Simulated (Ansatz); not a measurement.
# Al: relaxing cell and atoms and elastic constants, part 2 of 2

The task, for Al: 2 runs in a chain (relaxing cell and atoms and elastic constants).

Ansatz 0.2.0; DFT PBEsol, scalar-relativistic, plane waves, PAW. The steps go on from the part before.

## (3) Elastic constants: mesh 46×46×46

It takes the final geometry of step 2.

input.yaml reads:

```yaml
crystal:
  lattice:
    - [0.0, 2.0071312815, 2.0071312815]
    - [2.0071312815, 0.0, 2.0071312815]
    - [2.0071312815, 2.0071312815, 0.0]
  atoms:
    - { symbol: Al, position: [0.0, 0.0, 0.0] }
scf:
  occupations: { method: gaussian, width: 0.1 }
output:
  eigenvalues: true
kpoints:
  mp_grid: { grid: [46, 46, 46] }
hamiltonian:
  xc: pbesol
elastic:
  mode: relaxed_ion
  amplitude: 0.005
  stencil: two_point
```

Run with:

```bash
ansatz run input.yaml --threads 4 --pin off --max-ram 8192MiB --backend cpu --events-out ev --progress --plain --runs-dir out
```

Standard output:

```text
Warning: RAYON_NUM_THREADS=4 ignored (pool sized by the plan → 4); use --threads N
Engine: ansatz 0.2.0, x86_64-unknown-linux-gnu
Pseudopotentials: kind: paw
Pseudopotential: Al, paw, valence charge 3, recommended cutoff 420 eV (normal), Al.paw.azcp
Functional definition: PBEsol
  exchange = pbesol_x
  correlation = pbesol_c
Crystal: 1 atoms, lattice volume = 16.172 Å³
Basis set: ecut = 420 eV, 331 PW (Γ), exchange–correlation on 40×40×40 points (8 copies of the dense FFT grid, shifted against one another)
Bands: 6, of which v1, the nominal top of the filled ones, is band 2 counted from 1 (1 counted from 0)
Symmetry: 48 space group operations
Space group: Fm-3m (ITA 225), of the structure as read, at distance tolerance 2.5e-5 Å
k-points: 2456 of 97336
Non-local potential: Al, projectors of the file, l = 0: 2, l = 1: 2, l = 2: 1
PAW form: soft (Blöchl's): semilocal exchange-correlation on the pseudo side does not see the compensation charge
PAW frozen core: Al, regenerated for the run's functional, and the local potential with it (the file was generated under x = pbe(κ = 0.804, μ = 0.2195149727645171), c = pbe(β = 0.06672455060314922))
PAW one-centre angular grid: Al, 110 points (default); XC on 64 Gauss nodes
Initial density: superposition of atomic densities (neutral atoms: chi_scale 0, normalization atom), corrected by the library's trained network
Initial wavefunctions: pseudopotential atomic-orbital guess
Functional: x = pbesol(κ = 0.804, μ = 0.12345679012345678), c = pbesol(β = 0.046)
SCF iter   1: F=—  HF=-524.549482 eV  |F-HF|=—  |Δ(HF+E_count)|=         —  Δρ=7.15e-4  dr2=3.58e-5  ethr=1.77e-3  ⟨swp⟩=4.8  Hψ=125859  notcnv=0
preconditioner: auto → none  [metal: Δε(μ)=0.004 eV  Ē_g=13.355 eV  σ=0.100 eV  W_gap=0.02  n_scr=0 (ndim 8)  ℏωp=16.0 eV  f_vac=0.000  D(μ)=0.39/eV (n_scr^D=0)]
SCF iter   2: F=—  HF=-524.549504 eV  |F-HF|=—  |Δ(HF+E_count)|=   2.20e-5  Δρ=3.60e-4  dr2=8.89e-6  ethr=1.19e-6  ⟨swp⟩=1.9  Hψ=36681  notcnv=0  defer=4
SCF iter   3: F=—  HF=-524.549509 eV  |F-HF|=—  |Δ(HF+E_count)|=   5.44e-6  Δρ=1.66e-5  dr2=4.72e-8  ethr=2.96e-7  ⟨swp⟩=1.0  Hψ=13606  notcnv=0  defer=4
SCF iter   4: F=—  HF=-524.549509 eV  |F-HF|=—  |Δ(HF+E_count)|=   4.61e-9  Δρ=6.14e-6  dr2=6.24e-9  ethr=1.57e-9  ⟨swp⟩=1.1  Hψ=13831  notcnv=0  defer=4
SCF iter   5: F=—  HF=-524.549509 eV  |F-HF|=—  |Δ(HF+E_count)|=   1.70e-9  Δρ=5.94e-7  dr2=6.58e-11  ethr=2.08e-10  ⟨swp⟩=1.0  Hψ=13638  notcnv=0  defer=4
SCF iter   6: F=—  HF=-524.549509 eV  |F-HF|=—  |Δ(HF+E_count)|=  2.46e-11  Δρ=2.14e-7  dr2=7.90e-12  ethr=2.19e-12  ⟨swp⟩=1.6  Hψ=15427  notcnv=0  defer=4
SCF iter   7: F=-524.549509 eV  HF=-524.549509 eV  |F-HF|=1.14e-13  |Δ(HF+E_count)|=  2.84e-12  Δρ=9.88e-9  dr2=1.22e-14  ethr=1.00e-12  ⟨swp⟩=4.1  Hψ=55281  notcnv=0
SCF 1 converged in 7 iterations: F = -524.549509 eV  dr2 = 1.22e-14
Crystal: 1 atoms, lattice volume = 16.091 Å³
Symmetry: 16 space group operations
k-points: 6780 of 97336
Initial density: handed on by an earlier stage of this run
Initial wavefunctions: those handed on with the density
iter 1 solved again at ethr=1.11e-7 eV; its pass at ethr=3.10e-3 eV (dr2=3.32e-6 eV) is discarded
SCF iter   1: F=—  HF=-524.549325 eV  |F-HF|=—  |Δ(HF+E_count)|=         —  Δρ=1.55e-4  dr2=3.51e-6  ethr=1.11e-7  ⟨swp⟩=2.1  Hψ=384444  notcnv=0  defer=64
preconditioner: auto → none  [metal: Δε(μ)=0.001 eV  Ē_g=13.398 eV  σ=0.100 eV  W_gap=0.00  n_scr=0 (ndim 8)  ℏωp=16.0 eV  f_vac=0.000  D(μ)=0.39/eV (n_scr^D=0)]
SCF iter   2: F=—  HF=-524.549337 eV  |F-HF|=—  |Δ(HF+E_count)|=   1.20e-5  Δρ=7.49e-5  dr2=8.04e-7  ethr=1.11e-7  ⟨swp⟩=1.0  Hψ=37609  notcnv=0  defer=64
SCF iter   3: F=—  HF=-524.549336 eV  |F-HF|=—  |Δ(HF+E_count)|=   8.85e-7  Δρ=1.23e-6  dr2=1.56e-10  ethr=2.68e-8  ⟨swp⟩=1.0  Hψ=37609  notcnv=0  defer=64
SCF iter   4: F=—  HF=-524.549336 eV  |F-HF|=—  |Δ(HF+E_count)|=  7.24e-10  Δρ=1.04e-7  dr2=8.36e-13  ethr=5.21e-12  ⟨swp⟩=2.0  Hψ=47980  notcnv=0  defer=64
SCF iter   5: F=-524.549336 eV  HF=-524.549336 eV  |F-HF|=1.14e-13  |Δ(HF+E_count)|=  4.55e-13  Δρ=7.25e-9  dr2=5.52e-15  ethr=1.00e-12  ⟨swp⟩=4.0  Hψ=88600  notcnv=0
SCF 2 converged in 5 iterations: F = -524.549336 eV  dr2 = 5.52e-15
Crystal: 1 atoms, lattice volume = 16.253 Å³
iter 1 solved again at ethr=8.41e-11 eV; its pass at ethr=3.10e-3 eV (dr2=2.52e-9 eV) is discarded
SCF iter   1: F=—  HF=-524.549361 eV  |F-HF|=—  |Δ(HF+E_count)|=         —  Δρ=7.58e-6  dr2=2.41e-9  ethr=8.41e-11  ⟨swp⟩=2.0  Hψ=386877  notcnv=0  defer=64
preconditioner: auto → none  [metal: Δε(μ)=0.001 eV  Ē_g=13.310 eV  σ=0.100 eV  W_gap=0.00  n_scr=0 (ndim 8)  ℏωp=16.0 eV  f_vac=0.000  D(μ)=0.39/eV (n_scr^D=0)]
SCF iter   2: F=—  HF=-524.549376 eV  |F-HF|=—  |Δ(HF+E_count)|=   1.50e-5  Δρ=3.73e-6  dr2=5.24e-10  ethr=8.02e-11  ⟨swp⟩=2.0  Hψ=47855  notcnv=0  defer=64
SCF iter   3: F=—  HF=-524.549376 eV  |F-HF|=—  |Δ(HF+E_count)|=   2.34e-9  Δρ=1.98e-7  dr2=1.39e-12  ethr=1.75e-11  ⟨swp⟩=1.0  Hψ=37610  notcnv=0  defer=64
SCF iter   4: F=—  HF=-524.549376 eV  |F-HF|=—  |Δ(HF+E_count)|=  5.23e-12  Δρ=6.36e-8  dr2=2.07e-13  ethr=1.00e-12  ⟨swp⟩=4.0  Hψ=88747  notcnv=0
SCF iter   5: F=-524.549376 eV  HF=-524.549376 eV  |F-HF|=1.14e-13  |Δ(HF+E_count)|=  1.14e-13  Δρ=2.02e-9  dr2=3.81e-16  ethr=1.00e-12  ⟨swp⟩=3.2  Hψ=79991  notcnv=0
SCF 3 converged in 5 iterations: F = -524.549376 eV  dr2 = 3.81e-16
Symmetry: 8 space group operations
k-points: 12996 of 97336
iter 1 solved again at ethr=4.34e-7 eV; its pass at ethr=3.10e-3 eV (dr2=1.30e-5 eV) is discarded
SCF iter   1: F=—  HF=-524.549447 eV  |F-HF|=—  |Δ(HF+E_count)|=         —  Δρ=2.54e-4  dr2=1.27e-5  ethr=4.34e-7  ⟨swp⟩=1.2  Hψ=720621  notcnv=0  defer=135
preconditioner: auto → none  [metal: Δε(μ)=0.000 eV  Ē_g=13.354 eV  σ=0.100 eV  W_gap=0.00  n_scr=0 (ndim 8)  ℏωp=16.0 eV  f_vac=0.000  D(μ)=0.39/eV (n_scr^D=0)]
SCF iter   2: F=—  HF=-524.549458 eV  |F-HF|=—  |Δ(HF+E_count)|=   1.13e-5  Δρ=9.86e-5  dr2=1.90e-6  ethr=4.22e-7  ⟨swp⟩=1.0  Hψ=72177  notcnv=0  defer=135
SCF iter   3: F=—  HF=-524.549458 eV  |F-HF|=—  |Δ(HF+E_count)|=   5.78e-7  Δρ=2.17e-6  dr2=2.80e-10  ethr=6.32e-8  ⟨swp⟩=1.0  Hψ=72453  notcnv=0  defer=135
SCF iter   4: F=—  HF=-524.549458 eV  |F-HF|=—  |Δ(HF+E_count)|=   4.11e-8  Δρ=5.26e-7  dr2=2.41e-11  ethr=9.32e-12  ⟨swp⟩=2.0  Hψ=91923  notcnv=0  defer=135
SCF iter   5: F=—  HF=-524.549458 eV  |F-HF|=—  |Δ(HF+E_count)|=  6.82e-12  Δρ=5.51e-8  dr2=5.00e-13  ethr=8.03e-13 (applied; sched 1.00e-12)  ⟨swp⟩=1.3  Hψ=75859  notcnv=0  defer=180
SCF iter   6: F=-524.549458 eV  HF=-524.549458 eV  |F-HF|=0.00e0  |Δ(HF+E_count)|=    0.00e0  Δρ=4.90e-9  dr2=3.12e-15  ethr=1.00e-12  ⟨swp⟩=3.5  Hψ=157361  notcnv=0
SCF 4 converged in 6 iterations: F = -524.549458 eV  dr2 = 3.12e-15
iter 1 solved again at ethr=1.30e-11 eV; its pass at ethr=3.10e-3 eV (dr2=3.89e-10 eV) is discarded
SCF iter   1: F=—  HF=-524.549443 eV  |F-HF|=—  |Δ(HF+E_count)|=         —  Δρ=3.87e-6  dr2=3.94e-10  ethr=1.30e-11  ⟨swp⟩=2.1  Hψ=737774  notcnv=0  defer=172
SCF iter   2: F=—  HF=-524.549458 eV  |F-HF|=—  |Δ(HF+E_count)|=   1.49e-5  Δρ=1.97e-6  dr2=1.13e-10  ethr=1.30e-11  ⟨swp⟩=2.0  Hψ=92302  notcnv=0  defer=172
SCF iter   3: F=—  HF=-524.549458 eV  |F-HF|=—  |Δ(HF+E_count)|=  7.21e-10  Δρ=1.40e-7  dr2=1.21e-12  ethr=3.78e-12  ⟨swp⟩=1.0  Hψ=72251  notcnv=0  defer=172
SCF iter   4: F=—  HF=-524.549458 eV  |F-HF|=—  |Δ(HF+E_count)|=  1.25e-12  Δρ=5.60e-8  dr2=2.29e-13  ethr=1.00e-12  ⟨swp⟩=4.0  Hψ=169010  notcnv=0
SCF iter   5: F=-524.549458 eV  HF=-524.549458 eV  |F-HF|=1.14e-13  |Δ(HF+E_count)|=    0.00e0  Δρ=4.97e-9  dr2=1.54e-15  ethr=1.00e-12  ⟨swp⟩=3.3  Hψ=154546  notcnv=0
SCF 5 converged in 5 iterations: F = -524.549458 eV  dr2 = 1.54e-15
SCF converged after 7 iterations
Free energy (F): -524.549509 eV
Harris-Foulkes:  -524.549509 eV  (|F-HF|=1.14e-13)
Internal energy: -524.547554 eV  (E = F + TS)
E sigma→0 (E₀):  -524.548531 eV
Entropy (-TS):   -0.001956 eV (-1.956 meV/atom)
Fermi energy:    8.098045 eV
--- Per-component energies (eV) ---
  E_band       = 10.857406
  E_kinetic    = 23.130348
  E_local      = 10.074932  (includes V_loc(G=0)·N_el)
  E_nonlocal   = 10.397689
  E_hartree    = 0.106969
  E_xc         = -39.528702
  E_vxc        = -29.319499  (∫ρ·V_xc dr)
  E_paw        = -454.738879  (= ΣΔE_a)
  E_vpaw       = -3.640000  (= ΣTr[D̂ρ^β])
  E_aug_tail   = -0.000003  (compensation charges beyond the density's cutoff)
  E_ewald      = -74.009047
  E_core_change = 0.019139  (= ΣΔE_core)
  E_smearing   = -0.001956  (= −TS)
  E_closure    = -0.000000  (closes the sum)
  Σ components = -524.549509   (vs F -524.549509, Δ=0.00e0)
--- Forces (eV/Å), atoms counted from 1 ---
  atom   1  Al     0.00000000     0.00000000     0.00000000
  max |Σ_I F_I| component: 8.73e-33 eV/Å
--- Stress (GPa, compression-positive) ---
        0.037372       0.000000       0.000000
        0.000000       0.037372       0.000000
        0.000000       0.000000       0.037372
  P = ⅓ Tr σ = 0.0374 GPa (0.374 kbar)
--- Band table (eV; the first three rows and the last of 2456) ---
  k-point 0: bands = ["-3.1668", "20.7168", "20.7168", "20.7168", "22.4337", "22.4337"]
  k-point 1: bands = ["-3.1537", "20.3947", "20.6659", "20.6659", "22.5049", "22.5049"]
  k-point 2: bands = ["-3.1147", "19.7006", "20.5340", "20.5340", "22.6973", "22.6973"]
  k-point 2455: bands = ["7.0483", "7.4132", "8.1859", "9.3458", "23.4795", "24.5466"]
--- Elastic constants: 2 strain directions × 2 members + reference (group order 48) ---
  dense FFT box of the reference and of every strained cell: 20×20×20
  strains applied: 11, 23; error gains: componentwise 1.00 (the most a stress slope's error grows in a printed constant), spectral 1.73 (1 for all six strains in a standard setting)
  C = ∂σ_k/∂η_j (tension-positive GPa; Voigt order 11 22 33 23 13 12):
       121.634     62.952     62.952      0.000      0.000     -0.000
        62.952    121.634     62.952     -0.000      0.000     -0.000
        62.952     62.952    121.634     -0.000     -0.000      0.000
         0.000     -0.000     -0.000     40.702      0.000     -0.000
        -0.000      0.000      0.000     -0.000     40.702      0.000
         0.000     -0.000      0.000     -0.000     -0.000     40.702
  reference stress σ⁰ (GPa):     -0.037     -0.037     -0.037     -0.000     -0.000     -0.000
  C* (energy form; C + prestress term) asymmetry max|C*_kj − C*_jk| = 4.974e-14 GPa — a small one proves nothing (zero by symmetry where the batch's group is 432, −43m or m−3m); a large one is finite-difference/SCF noise where every solve meets its electron count
  moduli (Voigt/Reuss/Hill, GPa): K = 82.51/82.51/82.51   G = 36.16/35.24/35.70   E = 93.60   ν = 0.311
  mechanically stable: yes (min eigenvalue of sym C = 40.70 GPa)
  strain η (Voigt 11):  stress-route row diagonal C_11 = 121.63 GPa, energy-path curvature d²(F+E_count+ΔE)/dδ²/Ω₀ = 121.37 GPa
         δ    σ_11 (GPa)             F (eV)   n_scf  n_hpsi   n_pw
    -5.000e-3      -0.6485        -524.5493364       5  677562    331   relax 0 steps, max|allowed force component| 0.00e0 eV/Å
     5.000e-3       0.5678        -524.5493758       5  722424    332   relax 0 steps, max|allowed force component| 0.00e0 eV/Å
  strain η (Voigt 23):  stress-route row diagonal C_44 = 40.70 GPa, energy-path curvature d²(F+E_count+ΔE)/dδ²/Ω₀ = 40.85 GPa
         δ    σ_23 (GPa)             F (eV)   n_scf  n_hpsi   n_pw
    -5.000e-3      -0.2035        -524.5494576       6  1346272    332   relax 0 steps, max|allowed force component| 0.00e0 eV/Å
     5.000e-3       0.2035        -524.5494576       5  1381763    332   relax 0 steps, max|allowed force component| 0.00e0 eV/Å
```

Run time: 5.2 min. Hardware: 4 threads of AMD EPYC, shared host; peak memory 2.1 GiB.

What follows for a polycrystal (Hill averages; density 2.771 g/cm³):

| quantity | value |
| --- | --- |
| bulk modulus B | 82.5 GPa |
| shear modulus G | 35.7 GPa |
| B/G | 2.31 |
| universal anisotropy index | 0.13 |
| sound speeds v_l, v_t | 6853, 3590 m/s |
| Debye temperature Θ | 473 K |

Young's modulus by Cartesian direction:

```tsv
direction	E (GPa)
(1, 0, 0)	79
(0, 1, 0)	79
(0, 0, 1)	79
(1, 1, 0)	97
(1, 0, 1)	97
(0, 1, 1)	97
(1, 1, 1)	105
```

## (4) Results

This closing draws on all 2 parts.

| step | volume (Å³/atom) | pressure (GPa) | energy (eV) | gap on the mesh (eV) | time |
| --- | --- | --- | --- | --- | --- |
| 2 | 16.17 | 0.0 | -524.548 | 0.00 | 38 s |

```
                           quantity                                                                      value
relaxed cell, step 2 (conventional)  a = 4.014 Å, b = 4.014 Å, c = 4.014 Å, α = 90.00°, β = 90.00°, γ = 90.00°
        C11, C12, C44 (relaxed-ion)                                                            122, 63, 41 GPa
       B, G, E (Hill) (relaxed-ion)                                                             83, 36, 94 GPa
        Poisson ratio (relaxed-ion)                                                                       0.31
                  Debye temperature                                                                      473 K
```

The tensor is positive definite (least eigenvalue 41 GPa), so the crystal resists every homogeneous strain. By Pugh's rule of thumb B/G = 2.31 (over 1.75) points to a ductile solid; Young's modulus ranges from about 79 to 105 GPa with direction. Against the measured bulk modulus of Al, 76.9 GPa (quoted in “The interpretation of polycrystalline coherent inelastic neutron scattering from aluminium”, 2013, pmc:3831299), the calculated 83 GPa is off by +7.3 %. The run is for a static lattice at zero temperature. Against the measured lattice constant a of Al, 4.0495 Å (quoted in “The interpretation of polycrystalline coherent inelastic neutron scattering from aluminium”, 2013, pmc:3831299), the calculated 4.014 Å is off by -0.9 %. That is the cell relaxed with PBEsol, without thermal expansion or zero-point motion.
